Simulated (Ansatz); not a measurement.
# Stack of 1T-PtS2 under 2H-WTe2, shifted by two thirds of the diagonal in a perpendicular field, part 2 of 2

Aim: how the stack of 1T-PtS2 under 2H-WTe2, shifted by two thirds of the diagonal screens a field along its normal, and what the field does to its bands. A positive field points along +c.

Ansatz 0.2.0; plane-wave DFT, PBE-D3(BJ), Ansatz PAW.

So far. Step 2 (Relaxing the slab): The lattice constant a goes from 3.560 to 3.529 Å.

**3. Atoms held, field 0, start network**

A sawtooth potential applies the field, turning back in the middle of the vacuum. With the dipole correction the typed value is the field outside the slab. The induced dipole is small, so the SCF threshold is tight.

The cell differs from the one that the last finished run ended in (c 49.248 → 27.124 Å).

File input.yaml:

```yaml
crystal:
  lattice:
    - [3.5291457696, 0.0, 0.0]
    - [-1.7645728848, 3.0563298901, 0.0]
    - [0.0, 0.0, 27.1239718012]
  atoms:
    - { symbol: S, position: [0.6666666667, 0.3333333333, 0.3318098126] }
    - { symbol: Pt, position: [0.0, 0.0, 0.377913363] }
    - { symbol: S, position: [0.3333333333, 0.6666666667, 0.4238795726] }
    - { symbol: Te, position: [0.0, 0.0, 0.5344036912] }
    - { symbol: W, position: [0.6666666667, 0.3333333333, 0.6012259907] }
    - { symbol: Te, position: [0.0, 0.0, 0.6681901874] }
kpoints:
  mp_grid: { grid: [18, 18, 1] }
  band_path:
    path: [[0, 0, 0], [0.5, 0, 0], [0.33333333, 0.33333333, 0], [0, 0, 0]]
    npoints: 16
hamiltonian:
  xc: pbe
  dispersion: d3bj
scf:
  occupations: { method: fermi_dirac, width: 0.02585 }
  convergence: { dr2_threshold: 1.0e-10 }
efield:
  axis: 3
  dipole_correction: true
  ramp_position: 0.97
  ramp_width: 0.06
  amplitude: 0
output:
  dos: { projected: true, e_range: [-6, 5] }
  write_potential: true
  write_density: true
  volumetric_format: npy
  elf: true
```

Command:

```bash
ansatz run input.yaml --threads 2 --pin off --max-ram 3072MiB --backend cpu --events-out ev --progress --plain --runs-dir out
```

Numbers of over 12 decimals in the logs are rounded to 6 here.

The program printed:

```text
[...]
Crystal: 6 atoms, lattice volume = 292.565 Å³
Basis set: ecut = 420 eV, 5689 PW (Γ)
Bands: 46, of which v1, the nominal top of the filled ones, is band 38 counted from 1 (37 counted from 0)
Symmetry: 6 space group operations
[...]
k-points: 37 of 324 (time reversal used)
[...]
SCF iter   1: F=—  HF=-38675.530281 eV  |F-HF|=—  |Δ(HF+E_count)|=         —  Δρ=2.90e-3  dr2=2.66e-1  ethr=1.77e-3  p=0.081 e·Å  D=5.04e-2 V/Å  ΔV_dip=-1.37 eV  dr2_dipole=1.35e-1  V_vac-E_F(+/−)=4.07/5.44 eV  ⟨swp⟩=11.6  Hψ=8331  notcnv=0
efield: sawtooth ramp at fractional position 0.9700 (set: `efield.ramp_position`, or a place that a band, a saddle search or an elastic batch's reference lends), width 0.0600; the density the first Hamiltonian is built on has a dipole p = 0.081 e·Å; the dipole correction subtracts the counter field D = 5.04e-2 V/Å, which shifts the + side's vacuum level by -1.37 eV against the − side's; the planar-averaged density in the ramp window peaks in size at 2.1e-5 e/Å³
[...]
SCF iter   2: F=—  HF=-38675.521125 eV  |F-HF|=—  |Δ(HF+E_count)|=   9.16e-3  Δρ=3.34e-3  dr2=2.27e-1  ethr=3.49e-4  p=-0.004 e·Å  D=-2.18e-3 V/Å  ΔV_dip=0.06 eV  dr2_dipole=8.75e-2  V_vac-E_F(+/−)=4.78/4.72 eV  ⟨swp⟩=3.1  Hψ=2495  notcnv=0  defer=104
[...]
SCF iter  15: F=-38675.499323 eV  HF=-38675.499323 eV  |F-HF|=8.00e-11  |Δ(HF+E_count)|=  5.82e-11  Δρ=9.83e-8  dr2=3.67e-11  ethr=1.00e-12  p=0.020 e·Å  D=1.22e-2 V/Å  ΔV_dip=-0.33 eV  dr2_dipole=8.06e-13  V_vac-E_F(+/−)=4.46/4.79 eV  ⟨swp⟩=11.5  Hψ=5694  notcnv=0
SCF 1 converged in 15 iterations: F = -38675.499323 eV  dr2 = 3.67e-11
[...]
NSCF: frozen V_eff on 49 k-points
efield: sawtooth ramp at fractional position 0.9700 (kept from the solve that this one continues, or follows in the run), width 0.0600; the density the first Hamiltonian is built on has a dipole p = 0.020 e·Å; the dipole correction subtracts the counter field D = 1.22e-2 V/Å, which shifts the + side's vacuum level by -0.33 eV against the − side's; the planar-averaged density in the ramp window peaks in size at 3.8e-6 e/Å³
[...]
SCF converged after 15 iterations
Free energy (F): -38675.499323 eV
[...]
Internal energy: -38675.499321 eV  (E = F + TS)
E sigma→0 (E₀):  -38675.499322 eV
Entropy (-TS):   -0.000003 eV (-0.000 meV/atom)
Fermi energy:    2.961070 eV
Dipole field:    D = 0.012191 V/Å  (p = 0.019711 e·Å, saw-weighted, corrected)
Work function:   Φ+ = 4.4603 eV   Φ− = 4.7910 eV
Levels:          The Fermi level and band energies are counted from a zero that moves with the ramp; work functions are not
[...]
--- Band table (eV; the first three rows and the last of 37) ---
  k-point 0: bands = [... 34 lower, 1.4110, 1.8643, 1.8643, 2.4943, 4.6051, 4.6051, 5.8657, 5.8657, ... 4 higher]
  k-point 1: bands = [... 34 lower, 1.3992, 1.7963, 1.9050, 2.5056, 4.3980, 4.5484, 5.6906, 5.8597, ... 4 higher]
  k-point 2: bands = [... 34 lower, 1.3730, 1.6136, 1.9341, 2.4819, 3.9430, 4.4098, 5.2995, 5.4009, ... 4 higher]
  k-point 36: bands = [... 34 lower, 0.6369, 0.7033, 0.8653, 2.7535, 3.4713, 3.5143, 3.8807, 4.9415, ... 4 higher]
```

The job ended after 53 s (2 threads of Intel Xeon at 2.70GHz, shared host; peak memory 0.9 GiB; 1.7 min of CPU time).

In the SCF lines HF is the Harris–Foulkes energy and dr2 the Hartree energy of the density residual, in eV; the loop may stop once dr2 is under the threshold and the program's other checks hold. Hψ counts applications of the Hamiltonian.

This step gave:

| Property | Result |
| --- | --- |
| dipole along the normal | 0.01971 e·Å |
| gap along the path | 0.4511 eV |
| smallest direct gap along the path | 0.6818 eV |
| step between the vacuum levels | -0.3307 eV |
| ionisation energy, upper face | 4.668 eV |
| electron affinity, upper face | 4.217 eV |
| ionisation energy, lower face | 4.999 eV |
| gap, the smaller of path and mesh | 0.4511 eV |

Running mean over a fixed 2.7 Å (it still follows the layers) of the planar mean; the ramp of the sawtooth is left out. Electron's electrostatic potential energy less the Fermi level against z:

| z (Å) | electron's electrostatic potential energy less the Fermi level (eV) |
| --- | --- |
| 3.5 | 4.79 |
| 4.0 | 4.79 |
| 4.5 | 4.79 |
| 5.0 | 4.79 |
| 5.5 | 4.78 |
| 6.0 | 4.76 |
| 6.5 | 4.65 |
| 7.0 | 4.11 |
| 7.5 | 2.46 |
| 8.0 | 0.155 |
| 8.5 | -2.67 |
| 9.0 | -6.24 |
| 9.5 | -9.33 |
| 10.0 | -10.7 |
| 10.5 | -10.7 |
| 11.0 | -9.39 |
| 11.5 | -6.39 |
| 12.0 | -3.12 |
| 12.5 | -1.34 |
| 13.0 | -0.386 |
| 13.5 | 0.245 |
| 14.0 | -0.915 |
| 14.5 | -2.78 |
| 15.0 | -5.27 |
| 15.5 | -6.91 |
| 16.0 | -7.94 |
| 16.5 | -8.11 |
| 17.0 | -7.17 |
| 17.5 | -5.73 |
| 18.0 | -3.32 |
| 18.5 | -1.22 |
| 19.0 | 0.491 |
| 19.5 | 1.60 |
| 20.0 | 2.75 |
| 20.5 | 3.97 |
| 21.0 | 4.34 |
| 21.5 | 4.43 |
| 22.0 | 4.45 |
| 22.5 | 4.46 |
| 23.0 | 4.46 |
| 23.5 | 4.46 |
| 24.0 | 4.46 |

The density of states has structure finer than the step of the table below, so its rows give means over 0.2 eV, whole bins alone (the curve runs from -6 to 2.24 eV). Peaks (eV: height): -5.31: 10.4, -3.60: 16.3, -2.00: 10.1, -1.89: 10.6, -1.84: 10.5, -1.73: 11.2, 1.80: 9.34.

Density of states against energy, zero at the Fermi level of the run, which the smearing sets inside the gap; means over each step:

| energy (eV) | density of states (states/eV a cell) |
| --- | --- |
| -5.8 | 3.27 |
| -5.6 | 4.93 |
| -5.4 | 5.40 |
| -5.2 | 4.47 |
| -5.0 | 5.13 |
| -4.8 | 6.01 |
| -4.6 | 3.06 |
| -4.4 | 1.75 |
| -4.2 | 2.59 |
| -4.0 | 5.08 |
| -3.8 | 5.43 |
| -3.6 | 9.30 |
| -3.4 | 4.30 |
| -3.2 | 5.07 |
| -3.0 | 5.23 |
| -2.8 | 5.41 |
| -2.6 | 5.57 |
| -2.4 | 3.66 |
| -2.2 | 4.36 |
| -2.0 | 8.45 |
| -1.8 | 8.82 |
| -1.6 | 6.14 |
| -1.4 | 2.50 |
| -1.2 | 1.84 |
| -1.0 | 2.81 |
| -0.8 | 3.64 |
| -0.6 | 3.43 |
| -0.4 | 1.90 |
| -0.2 | 0.169 |
| 0.0 | 0 |
| 0.2 | 0.395 |
| 0.4 | 4.40 |
| 0.6 | 2.19 |
| 0.8 | 2.85 |
| 1.0 | 4.66 |
| 1.2 | 4.81 |
| 1.4 | 5.30 |
| 1.6 | 3.67 |
| 1.8 | 5.16 |
| 2.0 | 3.18 |

Projected DOS per atom over height of the atomic layer and energy from the Fermi level. Layers: S Pt S Te W Te from below.

Ten even steps from '0' (0.00 states/eV) to '9' (3.49 states/eV), each cell a mean:
```
000251
000191
222051
333010
222000
000000
000000
000141
000141
000121
323243
323343
222121
222232
121222
192111
131323
010111
050111
141212
242111
121100
```
Columns: height of the atomic layer (Å) from 9 to 18.1 (not evenly spaced); rows upwards: energy from the Fermi level (eV) from -5.96 to 2.23.

The electronic bands at the labelled points (eV, zero at the Fermi level of the run, which the smearing sets inside the gap):

| point | band 35 | band 36 | band 37 | band 38 | band 39 | band 40 | band 41 | band 42 |
| --- | --- | --- | --- | --- | --- | --- | --- | --- |
| Γ | -1.55 | -1.10 | -1.10 | -0.47 | 1.64 | 1.64 | 2.90 | 2.90 |
| halfway | -1.87 | -1.39 | -1.36 | -1.07 | 0.31 | 1.19 | 1.53 | 2.06 |
| M | -2.67 | -2.03 | -1.21 | -0.72 | 1.32 | 1.40 | 1.59 | 1.92 |
| halfway | -2.60 | -2.36 | -2.00 | -0.51 | 0.68 | 1.06 | 1.43 | 2.15 |
| K | -2.32 | -2.26 | -2.10 | -0.21 | 0.51 | 0.55 | 0.92 | 1.98 |
| halfway | -1.91 | -1.64 | -1.20 | -0.84 | 0.46 | 0.69 | 1.29 | 1.82 |
| Γ | -1.55 | -1.10 | -1.10 | -0.47 | 1.64 | 1.64 | 2.90 | 2.90 |

ELF in the ca plane at fractional y = 1.000, with atoms of Pt and Te within 0.2 Å of it. It is the smooth field of the valence electrons, not physical close to the nuclei.

Values, 5 rows by 16 columns, each cell a mean:
```
0.00 0.00 0.00 0.00 0.00 0.01 0.05 0.26 0.57 0.43 0.13 0.42 0.40 0.28 0.35 0.42
0.00 0.00 0.00 0.00 0.00 0.06 0.36 0.51 0.30 0.39 0.44 0.18 0.50 0.50 0.27 0.35
0.00 0.00 0.00 0.00 0.01 0.13 0.58 0.66 0.26 0.47 0.64 0.12 0.21 0.31 0.20 0.20
0.00 0.00 0.00 0.00 0.00 0.04 0.24 0.41 0.35 0.36 0.32 0.24 0.56 0.51 0.31 0.41
0.00 0.00 0.00 0.00 0.00 0.00 0.03 0.27 0.63 0.50 0.12 0.46 0.32 0.21 0.33 0.39
```
Columns run along c (16.0 Å, from fractional 0.06 to 0.65 of the cell), rows up along a (3.5 Å). Atoms in or near the plane, at fractional coordinates: Pt at (0.38, 0.00), Te at (0.53, 0.00).

Electrostatic potential energy in the ca plane at fractional y = 1.000, with atoms of Pt and Te within 0.2 Å of it. With pseudopotentials it is smooth inside the atoms' cores, unlike the true potential.

Ten even steps from '0' (-40 eV) to '9' (19 eV), each cell a mean:
```
88888888777620000577777559994577754999457788
88888888777752003677777644544677764454467788
88888887777766556777777765556666666555677788
88888887776667777667777777777655567777777788
88888887776667777666777777777655567777777788
88888887777666666667777776667666667666777788
88888888777764335677777754445666765444577788
88888888777640001577777647874677764787467788
88888888777620000477777559995577755999557788
```
Columns run along c (16.0 Å, from fractional 0.18 to 0.77 of the cell; values clipped at the 3rd and 97th percentile), rows up along a (3.5 Å). Atoms in or near the plane, at fractional coordinates: Pt at (0.38, 0.00), Te at (0.53, 0.00), Te at (0.67, 0.00).

Valence density in the ca plane at fractional y = 1.000, with atoms of Pt and Te within 0.2 Å of it. It is the smooth field of the valence electrons, not physical close to the nuclei.

Ten steps, logarithmic in the rise over the least value, from '0' (0 e/Å³) to '9' (14 e/Å³), each cell a mean:
```
00001478985210012479963211247996320000000000
00011356753210001346643222234664210000000000
00112233332211001123322222222332100000000000
00122222222221100011122232222111000000000000
00122222122221100011112233221111000000000000
00112222222221000112222222222221100000000000
00012235543211001234432222233443210000000000
00011368874210012368753211236875310000000000
00002479985210012489973211248997421000000000
```
Columns run along c (16.0 Å, from fractional 0.27 to 0.86 of the cell), rows up along a (3.5 Å). Atoms in or near the plane, at fractional coordinates: Pt at (0.38, 0.00), Te at (0.53, 0.00), Te at (0.67, 0.00).

The gap is 0.45 eV, with the valence edge 4.67 eV and the conduction edge 4.22 eV under the upper vacuum level. Spin-orbit coupling, left out in this run, matters for the bands of elements this heavy.

**4. Single point, field 0.1 V/Å**

input.yaml, as its differences from that of step 3:

```diff
@@ -26,7 +26,6 @@
   dipole_correction: true
-  ramp_position: 0.97
-  ramp_width: 0.06
-  amplitude: 0
+  ramp_position: 0.9661
+  ramp_width: 0.08
+  amplitude: 0.1
 output:
-  dos: { projected: true, e_range: [-6, 5] }
   write_potential: true
@@ -34,2 +33 @@
   volumetric_format: npy
-  elf: true
```

The program printed:

```text
[...]
Crystal: 6 atoms, lattice volume = 292.565 Å³
Basis set: ecut = 420 eV, 5689 PW (Γ)
Bands: 46, of which v1, the nominal top of the filled ones, is band 38 counted from 1 (37 counted from 0)
Symmetry: 6 space group operations
[...]
k-points: 37 of 324 (time reversal used)
[...]
k-point 0: bands = [... 34 lower, 1.4307, 1.8882, 1.8882, 2.5102, 4.5810, 4.5810, 5.8897, 5.8897, ... 4 higher]
  k-point 1: bands = [... 34 lower, 1.4084, 1.8202, 1.9317, 2.5199, 4.3738, 4.5244, 5.7161, 5.8867, ... 4 higher]
  k-point 2: bands = [... 34 lower, 1.3659, 1.6374, 1.9639, 2.4936, 3.9190, 4.3858, 5.3341, 5.4197, ... 4 higher]
  k-point 36: bands = [... 34 lower, 0.6168, 0.6764, 0.8896, 2.7756, 3.4494, 3.4907, 3.9044, 4.9659, ... 4 higher]
[key lines of the parts left out:]
SCF converged after 17 iterations
Free energy (F): -38675.504572 eV
Fermi energy:    2.960663 eV
Dipole field:    D = 0.052751 V/Å  (p = 0.085288 e·Å, saw-weighted, corrected)
```

Run time: 60 s. Hardware: 2 threads; peak memory 0.89 GiB; 2 min of CPU time.

The dipole is 0.0853 e·Å, 0.0656 e·Å from its value without field, and the gap 0.406 eV.

**5. Single point, field -0.1 V/Å**

input.yaml, as its differences from that of step 4:

```diff
@@ -28,3 +28,3 @@
   ramp_width: 0.08
-  amplitude: 0.1
+  amplitude: -0.1
 output:
```

The program printed:

```text
[...]
Crystal: 6 atoms, lattice volume = 292.565 Å³
Basis set: ecut = 420 eV, 5689 PW (Γ)
Bands: 46, of which v1, the nominal top of the filled ones, is band 38 counted from 1 (37 counted from 0)
Symmetry: 6 space group operations
[...]
k-points: 37 of 324 (time reversal used)
[...]
k-point 0: bands = [... 34 lower, 1.3945, 1.8427, 1.8427, 2.4816, 4.6332, 4.6332, 5.8439, 5.8439, ... 4 higher]
  k-point 1: bands = [... 34 lower, 1.3951, 1.7747, 1.8806, 2.4945, 4.4262, 4.5765, 5.6666, 5.8344, ... 4 higher]
  k-point 2: bands = [... 34 lower, 1.3858, 1.5923, 1.9067, 2.4735, 3.9709, 4.4378, 5.2664, 5.3846, ... 4 higher]
  k-point 36: bands = [... 34 lower, 0.6611, 0.7344, 0.8438, 2.7335, 3.4971, 3.5420, 3.8594, 4.9195, ... 4 higher]
[key lines of the parts left out:]
SCF converged after 16 iterations
Free energy (F): -38675.500627 eV
Fermi energy:    2.964475 eV
Dipole field:    D = -0.028318 V/Å  (p = -0.045785 e·Å, saw-weighted, corrected)
```

It took 48 s on 2 threads; peak memory 0.88 GiB; 94 s of CPU time.

The dipole is -0.0458 e·Å, -0.0655 e·Å from its value without field, and the gap 0.498 eV.

**6. Response, atoms held**

This step: plane-wave DFT, PBE-D3(BJ), Ansatz PAW; response to a field along the normal, atoms held (Ansatz 0.2.0).

The dipoles give the slope, and the difference of two potentials shows where the field is screened.

Numbers from this step:

```yaml
equivalent_conductor_thickness_p_eps_0ae: 10.99 Å
distance_between_the_outer_atoms: 9.124 Å
```

The dipole of the cell by applied field:

| applied field (V/Å) | dipole of the cell (e·Å) |
| --- | --- |
| -0.1000 | -0.0458 |
| 0.0000 | 0.0197 |
| 0.1000 | 0.0853 |

Local field over the applied field, running mean. From the potentials at -0.1 and 0.1 V/Å; running mean over 2.8 Å. The local field over applied field by z:

z (Å), local field over applied field and a bar:
```
      4.5      0.999 ##############################
      5.0      0.996 ##############################
      5.5      0.987 ##############################
      6.0      0.965 #############################
      6.5      0.912 ###########################
      7.0      0.809 ########################
      7.5      0.666 ####################
      8.0      0.503 ###############
      8.5      0.338 ##########
      9.0      0.194 #####
      9.5      0.089 ##
     10.0      0.035 
     10.5      0.024 
     11.0      0.046 #
     11.5      0.085 ##
     12.0      0.118 ###
     12.5      0.138 ####
     13.0      0.145 ####
     13.5      0.131 ###
     14.0      0.099 ##
     14.5      0.063 #
     15.0      0.041 #
     15.5      0.034 
     16.0      0.029 
     16.5      0.029 
     17.0      0.037 
     17.5      0.055 #
     18.0      0.101 ##
     18.5      0.199 #####
     19.0      0.342 ##########
     19.5      0.501 ###############
     20.0      0.659 ####################
     20.5      0.803 ########################
     21.0      0.906 ###########################
     21.5      0.960 #############################
     22.0      0.985 ##############################
     22.5      0.994 ##############################
     23.0      0.998 ##############################
```

The induced electron density oscillates, so the rows of the table below give means over windows of 2.68 Å about each position, cut where the curve ends. Its maxima inside the range that stand out by 2 % of the span (Å: e/Å³ per V/Å): 8.1: 0.00341, 10.7: 2.4e-4, 13.4: 0.00107, 15.8: -1.5e-4, 17.0: 5.8e-4. Its minima: 9.7: -2.1e-4, 12.1: -0.00106, 15.5: -2.9e-4, 16.2: -3.7e-4, 19.4: -0.00341.

Electrons, planar mean, per unit field. Table of induced electron density by z; means over each step:

| z (Å) | induced electron density (e/Å³ per V/Å) |
| --- | --- |
| 5.44 | 1.2e-4 |
| 8.12 | 0.00193 |
| 10.80 | -2.9e-4 |
| 13.48 | 2.8e-4 |
| 16.16 | 1.8e-5 |
| 18.84 | -0.00168 |
| 21.52 | -3.6e-4 |

The smaller of the gaps on the path and on the k-mesh, counted as 0 under 0.03 eV. Table of gap by applied field:

| applied field (V/Å) | gap (eV) |
| --- | --- |
| -0.1000 | 0.498 |
| 0.0000 | 0.451 |
| 0.1000 | 0.406 |

By hand: between -0.1 and 0.1 V/Å the dipole changes by 0.1311 e·Å, a slope of 0.6554 e·Å²/V. A perfect conductor of thickness t has p = ε₀AEt, so t = 180.95 × 0.6554 / 10.786 = 10.99 Å (e/ε₀ = 180.95 V·Å, A in Å²).

The induced dipole is that of a conductor 10.99 Å thick.

**7. What came out**

| Quantity | Value |
| --- | --- |
| gap without field | 0.451 eV |
| ionisation energy, upper face | 4.67 eV |
| electron affinity, upper face | 4.22 eV |
| step between the vacuum levels | -0.331 eV |
| equivalent conductor thickness, atoms held | 11.0 Å |

**Reading.** The induced dipole equals that of a perfect conductor 10.99 Å thick, while the outer atoms lie 9.12 Å apart; an out-of-plane ε follows only once a thickness t is chosen, by 1 − 1/ε = 10.99 Å / t. The two faces differ: the vacuum level above lies 0.33 eV lower than the one below. The gap goes from 0.45 eV to 0.50 eV at -0.1 V/Å. Semilocal functionals give gaps that are too small, and excitons are not included. Spin-orbit coupling is left out, which matters for the bands of elements this heavy.

[Logs are printed without paths, hosts, clocks, repeated set-up lines and the standing remarks that a program may print on its own settings, such as how far it seeks lower states.]

[Hosts, paths, dates, database ids (printed as entryN), source tags and the programs' standing remarks are cut or masked in the printed files.]

[Maps of the electrostatic potential energy from Ansatz leave out the sawtooth potential of an applied field or a dipole correction, so their vacuum need not be flat; planar profiles and work functions include it.]

[The density of states shown here was stored with 400 of the rows of the run's finer table, so its peaks can read low, often by over a quarter, or be missed, and its means over a window can be off by a tenth or more.]
